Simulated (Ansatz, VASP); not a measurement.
## Two plane-wave programs on NiO

INCAR

```
PREC = Accurate
ENCUT = 520
EDIFF = 1E-7
ISMEAR = -1
SIGMA = 0.05
LREAL = F
LASPH = T
NELM = 100
ALGO = Normal
ISIF = 2
LWAVE = F
LCHARG = F
ISPIN = 2
MAGMOM = 1 0
LORBIT = 11
LMAXMIX = 4
GGA = PE
NBANDS = 19
```

Contents of KPOINTS:

```
Automatic mesh
0
Gamma
  11 11 10
```

File POSCAR:

```
NiO
1.0
    2.8196842108      0.0000000000      0.0000000000
   -1.4098421003      2.4419181527      0.0000000000
    0.0000000000      0.0000000000      2.7518720841
Ni O
1 1
Direct
    0.0000000000      0.0000000000      0.0000000000
    0.6666666667      0.3333333333      0.5000000000
```

Contents of input.yaml:

```yaml
crystal:
  lattice:
    - [2.8196842108, 0.0, 0.0]
    - [-1.4098421003, 2.4419181527, 0.0]
    - [0.0, 0.0, 2.7518720841]
  atoms:
    - { symbol: Ni, position: [0.0, 0.0, 0.0], spin: 1.0 }
    - { symbol: O, position: [0.6666666667, 0.3333333333, 0.5] }
hamiltonian:
  xc: pbe
  pseudopotentials: { kind: paw }
magnetization:
  spin_polarized: true
kpoints:
  mp_grid: { grid: [11, 11, 10] }
scf:
  occupations: { method: fermi_dirac, width: 0.05 }
output:
  forces: true
  stress: true
  eigenvalues: true
```

Change from the starting cell: volume scaled by 1.04.

Alike in both runs: task single point; functional PBE; k mesh 11 × 11 × 10; occupations fermi-dirac, width 0.05 eV; collinear spin, ferromagnetic start.

|  | VASP | Ansatz |
| --- | --- | --- |
| version | VASP 6.6.1 | Ansatz 0.2.0 |
| potentials or method | VASP PAW PBE potentials, release 64 (Ni, O) | Ansatz PAW |
| plane-wave cutoff (eV) | 520 | 420 |
| valence electrons in the cell | 16 | 24 |

|  | VASP | Ansatz | Ansatz less VASP |
| --- | --- | --- | --- |
| gap on the k mesh at the Fermi level (eV) | none | none | - |
| pressure (GPa) | -2.3 | -2.0 | +0.22 |
| largest component of the traceless stress (GPa) | 3.56 | 3.35 | -0.206 |
| net moment per atom (μB) | 0.96 | 0.97 | +0.013 |
| size of the moment on the site where the two differ most (μB) | 0.42 | 0.45 | +0.026 |

Site moments also hang on the region over which each program counts them. A gap of «none» marks a metal or a gap that the smearing closes. The two sets of potentials don't hold the same shells in valence.

Caveats: a cell with one magnetic atom can't hold antiferromagnetic order, which such compounds often take; semilocal functionals often make such compounds metallic where correlation or magnetic order opens a gap, which also shifts bond lengths; the pressure holds a Pulay correction of +0.7 GPa for the finite cutoff (Ansatz).
